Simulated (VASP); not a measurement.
# Cs (R-3m) in VASP: a series of runs

Runs on Cs. Level: LDA. Tasks: single point.

All numbers are computed with VASP 6.6.1; they aren't measurements. Logs are shortened: lines on timing, memory, paths and dates and some standing lists are left out, and cuts for length are marked.

**1. The structure**

It takes space group R-3m (No. 166, trigonal). The conventional cell has a = 4.432 Å, b = 4.432 Å, c = 21.712 Å, α = 90.00°, β = 90.00°, γ = 120.00°. Around Cs (site symmetry -3m) lie 6 Cs at 4.43 Å.

This isn't the form of Cs at room conditions, which is bcc.

**2. Single point, LDA**

Contents of INCAR:

```
SYSTEM = Cs
ALGO     = Fast           ! electronic algorithm
EDIFF    = 1E-7           ! SCF threshold, eV
ENCUT    = 520            ! plane-wave cutoff, eV
ISIF     = 2              ! what is computed and relaxed
ISMEAR   = 0              ! smearing method
LASPH    = .True.         ! aspherical terms in the spheres
LCHARG   = .False.        ! write CHGCAR
LREAL    = .False.        ! projectors in reciprocal space
LWAVE    = .False.        ! write WAVECAR
NBANDS   = 10             ! bands
NELM     = 100            ! most SCF steps
PREC     = Accurate       ! precision mode
SIGMA    = 0.15           ! smearing width, eV
```

Contents of KPOINTS:

```
k-points
0
Gamma
  12 12 12
  0 0 0
```

Contents of POSCAR:

```
Cs
1.0
    2.0891974357      5.2229935893      5.2229935893
    5.2229935893      2.0891974357      5.2229935893
    5.2229935893      5.2229935893      2.0891974357
Cs
1
Direct
    0.0000000000      0.0000000000      0.0000000000
```

Potentials or basis: VASP PAW LDA potentials, release 64 (Cs_sv).

Launch:

```sh
$ cat potpaw_LDA.64/Cs_sv/POTCAR > POTCAR
$ mpirun -np 1 vasp_std > vasp.out
```

OUTCAR:

```text
SYSTEM = Cs
   EDIFF = 1E-7
   ENCUT = 520
   ISIF = 2
   ISMEAR = 0
   LASPH = .True.
   LREAL = .False.
   NELM = 100
   PREC = Accurate

 ion  position               nearest neighbor table
   1  0.000  0.000  0.000-

  LATTYP: Found a trigonal (rhomboedric) cell.
 ALAT       =     7.6762015342
 COS(alpha) =     0.8333333333

  Lattice vectors:

 A1 = (   2.0891974357,   5.2229935893,   5.2229935893)
 A2 = (   5.2229935893,   2.0891974357,   5.2229935893)
 A3 = (   5.2229935893,   5.2229935893,   2.0891974357)

Analysis of symmetry for initial positions (statically):
=====================================================================
 Subroutine PRICEL returns:
 Original cell was already a primitive cell.

 Routine SETGRP: Setting up the symmetry group for a
 trigonal (rhombohedral) supercell.

 Subroutine GETGRP returns: Found 12 space group operations
 (whereof 12 operations were pure point group operations)
 out of a pool of 12 trial point group operations.

The static configuration has the point symmetry D_3d.

Analysis of symmetry for dynamics (positions and initial velocities):
=====================================================================
 Subroutine PRICEL returns:
 Original cell was already a primitive cell.

 Routine SETGRP: Setting up the symmetry group for a
 trigonal (rhombohedral) supercell.

 Subroutine GETGRP returns: Found 12 space group operations
 (whereof 12 operations were pure point group operations)
 out of a pool of 12 trial point group operations.

The dynamic configuration has the point symmetry D_3d.

 Subroutine INISYM returns: Found 12 space group operations
 (whereof 12 operations are pure point group operations),
 and found     1 'primitive' translations

----------------------------------------------------------------------------------------

                                     Primitive cell

  volume of cell :     123.1040

  direct lattice vectors                    reciprocal lattice vectors
     2.089197436  5.222993589  5.222993589    -0.186142718  0.132959084  0.132959084
     5.222993589  2.089197436  5.222993589     0.132959084 -0.186142718  0.132959084
     5.222993589  5.222993589  2.089197436     0.132959084  0.132959084 -0.186142718

  length of vectors
     7.676201534  7.676201534  7.676201534     0.264585237  0.264585237  0.264585237

  position of ions in fractional coordinates (direct lattice)
     0.000000000  0.000000000  0.000000000

  ion indices of the primitive-cell ions
   primitive index   ion index
                 1           1
[... 74 lines left out ...]
   EDIFFG = 0.1E-05   stopping-criterion for IOM
   NSW    =      0    number of steps for IOM
   IBRION =     -1    ionic relax: 0-MD 1-quasi-New 2-CG
   NFREE  =      0    steps in history (QN), initial steepest desc. (CG)
   ISIF   =      2    stress and relaxation
   ISYM   =      2    0-nonsym 1-usesym 2-fastsym
   POTIM  = 0.5000    time-step for ionic-motion
   TEBEG  =    0.0;   TEEND  =   0.0 temperature during run
   PSTRESS=    0.0 pullay stress
   NELECT =       9.0000    total number of electrons
   NUPDOWN=      -1.0000    fix difference up-down
   EMIN   =  10.00;   EMAX   =-10.00  energy-range for DOS
   EFERMI =   0.00;   METHOD = LEGACY
   ISMEAR =     0;   SIGMA  =   0.15  broadening in eV -4-tet -1-fermi 0-gaus
   EFERMI_NEDOS =   21; number of points for ismear=-14 and -15
   IALGO  =     68    algorithm
   IMIX   =      4    mixing-type and parameters
     AMIX     =   0.40;   BMIX     =  1.00
     AMIX_MAG =   1.60;   BMIX_MAG =  1.00
  volume/ion in A,a.u.               =     123.10       830.75
  Fermi-wavevector in a.u.,A,eV,Ry     =   0.684539  1.293591  6.375605  0.468594
  Thomas-Fermi vector in A             =   1.764221
   LORBIT       =      0    0 simple, 1 ext, 2 COOP (PROOUT), +10 PAW based schemes
   GGA     = CA    functional components
   LHFCALC =     F    Hartree Fock is set to
   AEXX    =    0.0000 exact exchange contribution
   IVDW    =     0    specifies the selected vdW correction
   LEPSILON=     F    determine dielectric tensor
   LRPA    =     F    only Hartree local field effects (RPA)
 non-spin polarized calculation
 RMM-DIIS sequential band-by-band and
 Gauss-broadening in eV      SIGMA  =   0.15
  energy-cutoff  :      520.00
  volume of cell :      123.10
 maximum number of plane-waves:      3342
 NGX is ok and might be reduce to    60

 number of electron       9.0000001 magnetization

 Free energy of the ion-electron system (eV)
  ---------------------------------------------------
  ext. energy  EPLUGINS =         0.00000000
  ---------------------------------------------------
  free energy    TOTEN  =        -0.68409607 eV

  energy without entropy =       -0.66286786  energy(sigma->0) =       -0.67348196

 E-fermi :   0.2747     XC(G=0):  -5.1382

 val. band max:        0.2658623304   @ k =  -0.2500  -0.3333   0.0833
 cond. band min:       0.2785874053   @ k =   0.5000  -0.0000  -0.0000
 fundamental gap:      0.0127250748
 Fermi energy:         0.2747388938

 k-point     1 :       0.0000    0.0000    0.0000
  band No.  band energies     occupation
      1     -23.8323      2.00000
      2     -10.6858      2.00000
      3     -10.3087      2.00000
      4     -10.3087      2.00000
      5      -1.4505      2.00000
      6       0.7596      0.00000
      7       2.1197      0.00000
      8       2.8937      0.00000
      9       2.8937      0.00000
     10       4.7859      0.00000
[... 287 lines left out ...]
 k-point    24 :      -0.4167    0.1667   -0.0000
  band No.  band energies     occupation
      1     -23.7657      2.00000
      2     -10.9505      2.00000
      3     -10.5872      2.00000
      4     -10.5619      2.00000
      5       0.7727      0.00000
      6       1.2590      0.00000
      7       1.9542      0.00000
      8       2.4881      0.00000
      9       2.7454      0.00000
     10       4.1761      0.00000

 [... further k-points ...]
[... 5 lines left out ...]
  --------------------------------------------------------------------------------------
  -------------------------------------------------------------------------------------
  Total        0.4411010      0.4411010      0.4411010     -0.3871450     -0.3871450     -0.3871450
  in kB        5.7408527      5.7408527      5.7408527     -5.0386253     -5.0386253     -5.0386253
  external PRESSURE =       5.7408527 kB  Pullay stress =       0.0000000 kB

 VOLUME and BASIS-vectors are now :
 -----------------------------------------------------------------------------
  energy-cutoff  :      520.00
  volume of cell :      123.10
      direct lattice vectors                 reciprocal lattice vectors
     2.089197436  5.222993589  5.222993589    -0.186142718  0.132959084  0.132959084
     5.222993589  2.089197436  5.222993589     0.132959084 -0.186142718  0.132959084
     5.222993589  5.222993589  2.089197436     0.132959084  0.132959084 -0.186142718

 POSITION                                       TOTAL-FORCE (eV/Angst)
 -----------------------------------------------------------------------------------
      0.00000      0.00000      0.00000         0.000000      0.000000     -0.000000
 -----------------------------------------------------------------------------------
    total drift:                                0.000000      0.000000      0.000000

  FREE ENERGIE OF THE ION-ELECTRON SYSTEM (eV)
  ---------------------------------------------------
  free  energy   TOTEN  =        -0.6840960665 eV

  energy  without entropy=       -0.6628678631  energy(sigma->0) =       -0.67348196
```

OSZICAR:

```text
N       E                     dE             d eps       ncg     rms          rms(c)
DAV:   1     0.551580947624E+02    0.55158E+02   -0.28865E+03  3780   0.623E+02
DAV:   2     0.537495290016E+01   -0.49783E+02   -0.48498E+02  4880   0.108E+02
DAV:   3    -0.608686709254E+00   -0.59836E+01   -0.59696E+01  4358   0.428E+01
DAV:   4    -0.705998103350E+00   -0.97311E-01   -0.97273E-01  4942   0.668E+00
DAV:   5    -0.706570374923E+00   -0.57227E-03   -0.57223E-03  5248   0.452E-01    0.419E-01
RMM:   6    -0.692105239158E+00    0.14465E-01   -0.45641E-03  3942   0.360E-01    0.253E-01
RMM:   7    -0.684036081657E+00    0.80692E-02   -0.12464E-02  4445   0.586E-01    0.592E-02
RMM:   8    -0.684144169244E+00   -0.10809E-03   -0.93955E-04  5170   0.170E-01    0.247E-02
RMM:   9    -0.684096572265E+00    0.47597E-04   -0.78966E-05  5565   0.460E-02    0.907E-03
RMM:  10    -0.684094010843E+00    0.25614E-05   -0.27207E-05  5846   0.210E-02    0.541E-03
RMM:  11    -0.684095816207E+00   -0.18054E-05   -0.10413E-05  4880   0.139E-02    0.119E-03
RMM:  12    -0.684096019979E+00   -0.20377E-06   -0.16775E-06  5423   0.511E-03    0.782E-04
RMM:  13    -0.684096066463E+00   -0.46484E-07   -0.36687E-07  5052   0.231E-03
   1 F= -.68409607E+00 E0= -.67348196E+00  d E =-.212282E-01
```

stdout:

```text
POSCAR found type information on POSCAR Cs
 POSCAR found :  1 types and       1 ions
 scaLAPACK will be used
 LDA part: xc-table for (Slater(with rela. corr.)+CA(PZ))
 , standard interpolation
 POSCAR, INCAR and KPOINTS ok, starting setup
 FFT: planning ... GRIDC
 FFT: planning ... GRID_SOFT
 FFT: planning ... GRID
 WAVECAR not read
 entering main loop
```

Wall time 5.2 min (1 thread of Intel Xeon 6975P-C (Granite Rapids), shared host); peak memory 0.48 GiB.

What came out:

```
Free energy            : -0.6841 eV
Pressure               : 0.6 GPa
Band gap on the k mesh : none (metal or under the smearing width)
```

Stress tensor (GPa, compression positive):
```
 0.57 -0.50 -0.50
-0.50  0.57 -0.50
-0.50 -0.50  0.57
```

Levels at points of the mesh, in eV from the Fermi level:
```
           k point  band 1  band 2  band 3  band 4  band 5  band 6  band 7  band 8  band 9  band 10
(0.00, 0.00, 0.00)  -24.11  -10.96  -10.58  -10.58   -1.73    0.48    1.84    2.62    2.62     4.51
(0.50, 0.00, 0.00)  -24.04  -11.28  -10.84  -10.74    0.00    0.81    1.75    2.07    3.61     3.68
(0.50, 0.50, 0.00)  -24.04  -11.28  -10.84  -10.74    0.05    0.61    2.00    2.52    3.00     3.73
(0.50, 0.50, 0.50)  -24.11  -10.96  -10.58  -10.58   -1.41   -0.02    1.82    2.61    2.61     4.54
```

**3. Single point, LDA**

This run uses another cell than the first one, of the same volume but with other edges.

Contents of INCAR:

```
SYSTEM = Cs
PREC = Accurate ; ENCUT = 520
EDIFF = 1E-6 ; ISMEAR = 0
SIGMA = 0.15 ; LREAL = .False.
LASPH = .True. ; NELM = 100
ALGO = Fast ; ISIF = 2
LWAVE = .False. ; LCHARG = .False.
NBANDS = 10
```

Contents of KPOINTS:

```
regular mesh
0
Gamma
  12 12 12
  0 0 0
```

Contents of POSCAR:

```
Cs
1.0
    0.9624251613      4.4834928244      4.4834928244
    4.4834928244      0.9624251613      4.4834928244
    4.4834928244      4.4834928244      0.9624251613
Cs
1
Direct
    0.0000000000      0.0000000000      0.0000000000
```

Potentials or basis: VASP PAW LDA potentials, release 64 (Cs_sv).

Launch:

```sh
$ cat potpaw_LDA.64/Cs_sv/POTCAR > POTCAR
$ mpirun -np 1 vasp_std > vasp.out
```

OUTCAR:

```text
SYSTEM = Cs
   PREC = Accurate
   ENCUT = 520
   EDIFF = 1E-6
   ISMEAR = 0
   LREAL = .False.
   LASPH = .True.
   NELM = 100
   ISIF = 2

 ion  position               nearest neighbor table
   1  0.000  0.000  0.000-

  LATTYP: Found a trigonal (rhomboedric) cell.
 ALAT       =     6.4132423940
 COS(alpha) =     0.6985651702

  Lattice vectors:

 A1 = (   0.9624251613,   4.4834928244,   4.4834928244)
 A2 = (   4.4834928244,   0.9624251613,   4.4834928244)
 A3 = (   4.4834928244,   4.4834928244,   0.9624251613)

Analysis of symmetry for initial positions (statically):
=====================================================================
 Subroutine PRICEL returns:
 Original cell was already a primitive cell.

 Routine SETGRP: Setting up the symmetry group for a
 trigonal (rhombohedral) supercell.

 Subroutine GETGRP returns: Found 12 space group operations
 (whereof 12 operations were pure point group operations)
 out of a pool of 12 trial point group operations.

The static configuration has the point symmetry D_3d.

Analysis of symmetry for dynamics (positions and initial velocities):
=====================================================================
 Subroutine PRICEL returns:
 Original cell was already a primitive cell.
[... 159 lines left out ...]
 cond. band min:       0.1915437724   @ k =  -0.4167   0.4167   0.2500
 fundamental gap:      0.0064323971
 Fermi energy:         0.1906211850

 k-point     1 :       0.0000    0.0000    0.0000
  band No.  band energies     occupation
      1     -23.7752      2.00000
      2     -10.5677      2.00000
      3     -10.4581      2.00000
      4     -10.4581      2.00000
      5      -1.4761      2.00000
      6       1.3923      0.00000
      7       2.7537      0.00000
      8       2.7537      0.00000
      9       3.6632      0.00000
     10       3.9644      0.00000
[... 287 lines left out ...]
 k-point    24 :      -0.4167    0.1667   -0.0000
  band No.  band energies     occupation
      1     -23.7596      2.00000
      2     -10.6935      2.00000
      3     -10.5586      2.00000
      4     -10.5392      2.00000
      5       0.6179      0.00006
      6       1.2517      0.00000
      7       1.7171      0.00000
      8       2.4668      0.00000
      9       2.9223      0.00000
     10       4.2983      0.00000

 [... further k-points ...]
[... 5 lines left out ...]
  --------------------------------------------------------------------------------------
  -------------------------------------------------------------------------------------
  Total       -0.1255425     -0.1255425     -0.1255425     -0.1986114     -0.1986114     -0.1986114
  in kB       -1.6339140     -1.6339140     -1.6339140     -2.5848928     -2.5848928     -2.5848928
  external PRESSURE =      -1.6339140 kB  Pullay stress =       0.0000000 kB

 VOLUME and BASIS-vectors are now :
 -----------------------------------------------------------------------------
  energy-cutoff  :      520.00
  volume of cell :      123.10
      direct lattice vectors                 reciprocal lattice vectors
     0.962425161  4.483492824  4.483492824    -0.155766208  0.128238559  0.128238559
     4.483492824  0.962425161  4.483492824     0.128238559 -0.155766208  0.128238559
     4.483492824  4.483492824  0.962425161     0.128238559  0.128238559 -0.155766208

 POSITION                                       TOTAL-FORCE (eV/Angst)
 -----------------------------------------------------------------------------------
      0.00000      0.00000      0.00000        -0.000000     -0.000000      0.000000
 -----------------------------------------------------------------------------------
    total drift:                                0.000000      0.000000      0.000000

  FREE ENERGIE OF THE ION-ELECTRON SYSTEM (eV)
  ---------------------------------------------------
  free  energy   TOTEN  =        -0.8965021495 eV

  energy  without entropy=       -0.8850304976  energy(sigma->0) =       -0.89076632
```

OSZICAR:

```text
N       E                     dE             d eps       ncg     rms          rms(c)
DAV:   1     0.520298147130E+02    0.52030E+02   -0.28581E+03  3780   0.620E+02
DAV:   2     0.452088230900E+01   -0.47509E+02   -0.46222E+02  4834   0.107E+02
DAV:   3    -0.813450732972E+00   -0.53343E+01   -0.53270E+01  4308   0.413E+01
DAV:   4    -0.896976371079E+00   -0.83526E-01   -0.83509E-01  5368   0.620E+00
DAV:   5    -0.897379539910E+00   -0.40317E-03   -0.40316E-03  5082   0.367E-01    0.164E-01
RMM:   6    -0.896526531988E+00    0.85301E-03   -0.11339E-03  4207   0.168E-01    0.107E-01
RMM:   7    -0.896474049711E+00    0.52482E-04   -0.33346E-03  4418   0.283E-01    0.371E-02
RMM:   8    -0.896499597320E+00   -0.25548E-04   -0.15745E-04  5157   0.761E-02    0.511E-03
RMM:   9    -0.896501347666E+00   -0.17503E-05   -0.19139E-05  5652   0.240E-02    0.227E-03
RMM:  10    -0.896502149497E+00   -0.80183E-06   -0.35665E-06  5013   0.960E-03
   1 F= -.89650215E+00 E0= -.89076632E+00  d E =-.114717E-01
```

stdout:

```text
POSCAR found type information on POSCAR Cs
 POSCAR found :  1 types and       1 ions
 scaLAPACK will be used
 LDA part: xc-table for (Slater(with rela. corr.)+CA(PZ))
 , standard interpolation
 POSCAR, INCAR and KPOINTS ok, starting setup
 FFT: planning ... GRIDC
 FFT: planning ... GRID_SOFT
 FFT: planning ... GRID
 WAVECAR not read
 entering main loop
```

It took 92 s on 1 thread of Intel Xeon 6975P-C (Granite Rapids), shared host; peak memory 0.38 GiB.

Results:

```yaml
Free_energy: -0.8965 eV
Pressure: -0.2 GPa
Band_gap_on_the_k_mesh: none (metal or under the smearing width)
```

Stress tensor (GPa, compression positive):
```
-0.16 -0.26 -0.26
-0.26 -0.16 -0.26
-0.26 -0.26 -0.16
```

The run has no spin-orbit coupling, so splittings on Cs are missing.
